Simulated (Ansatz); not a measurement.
**Energy against volume for BeO (wurtzite)**

BeO (wurtzite)

```xyz
4
Lattice="2.7117 0.0000 0.0000 -1.3558 2.3484 0.0000 0.0000 0.0000 4.4043" Properties=species:S:1:pos:R:3 pbc="T T T"
Be     1.3558     0.7828     0.0066
Be     0.0000     1.5656     2.2087
O      1.3558     0.7828     2.7470
O      0.0000     1.5656     0.5449
```

The volume is varied about the relaxed value V₀ at fixed cell shape. The atoms relax within the cell's symmetry.

Computed with PBE (plane waves to 420 eV, PAW, scalar-relativistic; Ansatz, a first-principles code). k mesh 14×14×8 (Γ-centred), Fermi-Dirac smearing 0.05 eV. E stands for the smeared free energy. Stress and pressure are positive under compression. With the shape held, the modulus is that of even scaling; a crystal free to change shape is softer. BeO was relaxed with its symmetry unable to fall. The PAW data are Ansatz's earlier set. The zero of ΔE is the relaxed starting cell.

```tsv
V (Å³/atom)	ΔE (meV/atom)	P (GPa)
5.890	153.8	50.4
6.114	92.9	36.9
6.339	49.4	25.5
6.563	20.8	15.6
6.787	4.9	7.2
7.012	0.0	0.0
7.236	4.5	-6.2
7.460	17.0	-11.6
7.685	36.5	-16.2
7.909	62.0	-20.1
8.133	92.6	-23.5
```

What the scan shows:

```yaml
pressure_at_the_smallest_volume: 50.4 GPa
energy_cost_of_the_largest_compression: 153.8 meV/atom
energy_cost_of_the_largest_expansion: 92.6 meV/atom
Bulk modulus at fixed cell shape B₀ (third-order Birch-Murnaghan fit): 209 GPa
Pressure derivative B₀′ (fit): 3.7
equilibrium_volume_of_the_fit: 7.01 Å³/atom
Pressure for 5 % compression (fit): 11.8 GPa
```

The 11 points together took around 90 core-seconds (rough).

(Under strain, the slope of the energy per volume gives the stress and its curvature an elastic modulus.)
